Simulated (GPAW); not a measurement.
A run of GPAW 26.7.0 is set up as follows.

File run.py:

```python
from ase import Atoms
from ase.filters import FrechetCellFilter
from ase.io import write
from ase.optimize import BFGS
from ase.units import GPa
from gpaw import GPAW, PW, setup_paths

setup_paths.insert(0, '.')

atoms = Atoms(['Fe', 'O'],
              cell=[[0.0, 2.1554, 2.1554],
                    [2.1554, 0.0, 2.1554],
                    [2.1554, 2.1554, 0.0]],
              scaled_positions=[[0.0, 0.0, 0.0],
                                [0.5, 0.5, 0.5]],
              pbc=True)
atoms.set_initial_magnetic_moments([3.0, 0.0])

calc = GPAW(mode=PW(800),
            xc='PBEsol',
            kpts={'size': (9, 9, 9), 'gamma': True},
            occupations={'name': 'fermi-dirac', 'width': 0.05},
            nbands=17,
            convergence={'density': 1e-05, 'forces': 0.0001},
            maxiter=150,
            txt='gpaw.txt')
atoms.calc = calc
opt = BFGS(FrechetCellFilter(atoms, scalar_pressure=30 * GPa), trajectory='relax.traj', logfile='-')
done = opt.run(fmax=0.02, steps=60)
calc.write('gs.gpw')
write('result.traj', atoms)
print('Converged:', done)
print('Cell:', atoms.cell.cellpar().round(4))
print('Volume:', round(atoms.get_volume(), 4))
print(atoms.get_scaled_positions().round(5))
```

Potentials or basis: PAW data sets generated in the run's folder for this functional, pw.

Launch:

```console
$ gpaw-setup -f PBEsol Fe O
$ OMP_NUM_THREADS=1 python run.py
```

(1) What does it give for the space group after relaxing (to 0.05 Å)?

(2) Predict the relaxed cell.

(3) What does it give for the net moment?

## Answers

(1) Fm-3m (No. 225).

(2) a = 2.890 Å, b = 2.890 Å, c = 2.890 Å, α = 60.00°, β = 60.00°, γ = 60.00°.

(3) 3.73 μB per cell.

Caveat: each step starts from the last one's moments, so a moment once lost doesn't come back; later steps reuse the first step's grids; a cell with one magnetic atom can't hold antiferromagnetic order, which such compounds often take.
